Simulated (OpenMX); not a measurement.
# TiAl: changing the volume of the cell

The structure is tetragonal, space group P4/mmm (No. 123). The conventional cell has a = 2.837 Å, b = 2.837 Å, c = 4.059 Å, α = 90.00°, β = 90.00°, γ = 90.00°. Around Ti (site symmetry 4/mmm) lie 4 Ti at 2.84 Å and 8 Al at 2.85 Å. Al (site symmetry 4/mmm) has 4 Al at 2.84 Å and 8 Ti at 2.85 Å as nearest neighbours.

Kept alike: task single point; functional PBE; k mesh 7 × 7 × 5; occupations fermi-dirac, width 0.05 eV; no spin polarisation. Program: OpenMX, OpenMX 2013 PBE set, Ti7.0-s3p2d2, Al7.0-s2p2d1, grid cutoff 400 Ry. The mesh is that of the run's cell of 2 atoms. No spin-orbit coupling.

| run | pressure (GPa) | free energy over the lowest row (meV/atom) |
| --- | --- | --- |
| A | 4.19 | 6.49 |
| B | -8.26 | 39.06 |
| C | 10.25 | 36.69 |
| D | -4.85 | 11.95 |
| E | 17.57 | 92.64 |
| F | -0.80 | 0.00 |

Pressure is positive in compression. The cell shown is the unstrained one; x, y and z are its Cartesian axes; atoms keep their fractions. For a metal such a mesh leaves the last digits unconverged.

Question: The runs differ in the volume of the cell alone: 0.88; 0.92; 0.96; 1; 1.04; 1.08 times the cell shown. Which run is which?

Answer: Run A is 0.96 times the cell shown; run B is 1.08 times the cell shown; run C is 0.92 times the cell shown; run D is 1.04 times the cell shown; run E is 0.88 times the cell shown; run F is 1 times the cell shown. The pressure falls from 17.57 to -8.26 GPa between 0.88 and 1.08 times the cell shown. The free energy is lowest at 1, and 92.64 meV an atom higher at 0.88.
